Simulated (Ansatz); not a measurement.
# K4Cl3: the cost of one run

Computed with Ansatz 0.2.0 (DFT r2SCAN, scalar-relativistic, plane waves, PAW, unless a step's input says otherwise).

1 further run of the same task is left out (set aside as unsound or not needed).

### Step 1. The starting structure

The structure is cubic, space group Fm-3m (No. 225). Conventional cell: a = 6.293 Å, b = 6.293 Å, c = 6.293 Å, α = 90.00°, β = 90.00°, γ = 90.00°. K (site symmetry m-3m) has 6 Cl at 3.15 Å as nearest neighbours. Around Cl (site symmetry m-3m) lie 6 K at 3.15 Å.

Structure file:

```cif
data_structure
_symmetry_space_group_name_H-M 'P 1'
_symmetry_Int_Tables_number 1
_cell_length_a 4.4498
_cell_length_b 4.4498
_cell_length_c 4.4498
_cell_angle_alpha 60.000
_cell_angle_beta 60.000
_cell_angle_gamma 60.000
_cell_volume 62.30
loop_
_atom_site_label
_atom_site_type_symbol
_atom_site_fract_x
_atom_site_fract_y
_atom_site_fract_z
_atom_site_occupancy
K1 K 0.00000 0.00000 0.00000 1
Cl1 Cl 0.50000 0.50000 0.50000 1
```

This cell was relaxed beforehand with the same method: volume 31.15 Å³/atom, gap on the mesh 5.83 eV.

Bulk energy on matching settings, from an earlier run: -1315.2366 eV/atom.

### Step 2. Cutting the (111) slab

Planes are indexed in the bulk's conventional cell (Fm-3m (No. 225)), a = 6.293 Å, b = 6.293 Å, c = 6.293 Å, α = 90.00°, β = 90.00°, γ = 90.00°.

The slab is a (111) slab, 10.9 Å thick as cut, with 15 Å of vacuum; its outer planes are K (top) and K (bottom).

The slab as cut. Its planes from the bottom up:

```tsv
plane	atoms per cell	height over the lowest (Å)
1	K	0.00
2	Cl	1.82
3	K	3.63
4	Cl	5.45
5	K	7.27
6	Cl	9.08
7	K	10.90
```

### Step 3. The slab as cut, atoms at the bulk's places

A dipole layer in the vacuum cancels the field that periodic copies would set up if the slab's two faces differ.

Input file input.yaml:

```yaml
crystal:
  lattice:
    - [4.4498085198, 0.0, 0.0]
    - [-2.2249042599, 3.8536472201, 0.0]
    - [0.0, 0.0, 25.8997603265]
  atoms:
    - { symbol: K, position: [0.6666666667, 0.3333333333, 0.2895779693] }
    - { symbol: Cl, position: [0.0, 0.0, 0.3597186462] }
    - { symbol: K, position: [0.3333333333, 0.6666666667, 0.4298593231] }
    - { symbol: Cl, position: [0.6666666667, 0.3333333333, 0.5] }
    - { symbol: K, position: [0.0, 0.0, 0.5701406769] }
    - { symbol: Cl, position: [0.3333333333, 0.6666666667, 0.6402813538] }
    - { symbol: K, position: [0.6666666667, 0.3333333333, 0.7104220307] }
basis:
  ecutwfc: 500
kpoints:
  mp_grid: { grid: [6, 6, 1] }
hamiltonian:
  xc: r2scan
scf:
  occupations: { method: gaussian, width: 0.05 }
output:
  forces: true
  stress: true
  eigenvalues: true
efield:
  axis: 3
  dipole_correction: true
```

Q: Estimate wall time and peak memory on 1 thread of an Arm CPU, shared host.

About 40 s, with a peak of 1.5 GiB.
